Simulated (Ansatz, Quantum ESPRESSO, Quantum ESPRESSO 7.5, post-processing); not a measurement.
## 1 layers of Pd in Na(100), on the host's sites: ballistic transmission

Wanted: the transmission near the Fermi level and the conductance of this junction: 1 layers of Pd in Na(100), on the host's sites.

Calculated with Quantum ESPRESSO 7.5; plane-wave DFT, PBE, GBRV ultrasoft pseudopotentials (cross-check by Ansatz 0.2.0 with PAW datasets).

## Step 1: The structure

The cell holds 18 atoms: 17 Na and 1 Pd. Cell: a = 4.200 Å, b = 4.200 Å, c = 36.567 Å, α = 90.0°, β = 90.0°, γ = 90.0°. It derives from Na. Regions: left lead, 8 atoms (8 Na); channel, 2 atoms (1 Pd and 1 Na); right lead, 8 atoms (8 Na). The structure is stacked along c, and the current runs across the ab planes.

## Step 2: Ground state

One periodic cell holds a stretch of lead, the junction and more lead; the atoms stay as built.

scf.in reads:

```
&control
  prefix = 'scf'
  outdir = './out'
  pseudo_dir = './pseudo'
  calculation = 'scf'
  tprnfor = .true.
/
&system
  ibrav = 0
  nat = 18
  ntyp = 2
  ecutwfc = 40
  ecutrho = 200
  occupations = 'smearing'
  smearing = 'mv'
  degauss = 0.01
/
&electrons
  conv_thr = 1e-07
  mixing_beta = 0.25
  electron_maxstep = 120
  mixing_mode = 'local-TF'
/
ATOMIC_SPECIES
  Na  22.9898  na_pbe_v1.5.uspp.F.UPF
  Pd  106.4200  pd_pbe_v1.4.uspp.F.UPF
CELL_PARAMETERS angstrom
  4.20000000000000 0.00000000000000 0.00000000000000
  0.00000000000000 4.20000000000000 0.00000000000000
  0.00000000000000 0.00000000000000 36.56682233560091
ATOMIC_POSITIONS crystal
  Na  0.000000000000 0.000000000000 0.000000000000
  Na  0.500000000000 0.500000000000 0.057429108297
  Na  0.000000000000 0.000000000000 0.114858216595
  Na  0.500000000000 0.500000000000 0.172287324892
  Na  0.000000000000 0.000000000000 0.229716433189
  Na  0.500000000000 0.500000000000 0.287145541487
  Na  0.000000000000 0.000000000000 0.344574649784
  Na  0.500000000000 0.500000000000 0.402003758081
  Pd  0.000000000000 0.000000000000 0.442570891703
  Na  0.500000000000 0.500000000000 0.483138025324
  Na  0.000000000000 0.000000000000 0.540567133621
  Na  0.500000000000 0.500000000000 0.597996241919
  Na  0.000000000000 0.000000000000 0.655425350216
  Na  0.500000000000 0.500000000000 0.712854458513
  Na  0.000000000000 0.000000000000 0.770283566811
  Na  0.500000000000 0.500000000000 0.827712675108
  Na  0.000000000000 0.000000000000 0.885141783405
  Na  0.500000000000 0.500000000000 0.942570891703
K_POINTS automatic
  6 6 1 0 0 0
```

Launch:

```console
OMP_NUM_THREADS=1 mpirun -n 4 pw.x -nk 2 -in scf.in > scf.out
```

The runs that follow: the open system; transmission with pwcond.x, with nz1 = 1; transmission with pwcond.x, with ikind = 2; cross-check with Ansatz; all levels side by side; the arithmetic. Settings of the main run: cutoff 40 Ry, smearing, Marzari-Vanderbilt smearing, smearing width 0.01 Ry, SCF threshold 1.00e-7 Ry, gbrv-pbe-1.5 potentials, 6×6×1 k-mesh, mpi ranks 4, pools 2, omp threads 1, 1 layers.

**Question.** What will these runs give for the conductance from T at the Fermi level, a cell (G₀ = 2e²/h)?

The junction conducts 0.871 G₀ a cell at the Fermi level (PBE, GBRV ultrasoft). At the Fermi level the junction passes 81 % of what the leads offer. At the Fermi level pwcond and Ansatz differ by 0.38 %, a close match.

| Quantity | Value |
| --- | --- |
| conductance from T at the Fermi level, a cell (G₀ = 2e²/h) | 0.871 G₀ |
| conductance per area | 382 S/μm² |
| lead channels per spin | 1.08 |
| the same conductance by Ansatz | 0.874 G₀ |

The mean rests on 15 distinct points, the heaviest weighing 0.12, and the mesh was not tested, so even the second digit is unsure. Over -0.4 to 0.4 eV, T lies between 0.69 and 0.98 per spin. The geometry is as built, not relaxed, and the leads are short.

[Logs are printed without paths, hosts, clocks, repeated set-up lines and the standing remarks that a program may print on its own settings, such as how far it seeks lower states.]

[Hosts, paths, dates, database ids (printed as entryN), source tags and the programs' standing remarks are cut or masked in the printed files.]

[Maps of the electrostatic potential energy from Ansatz leave out the sawtooth potential of an applied field or a dipole correction, so their vacuum need not be flat; planar profiles and work functions include it.]
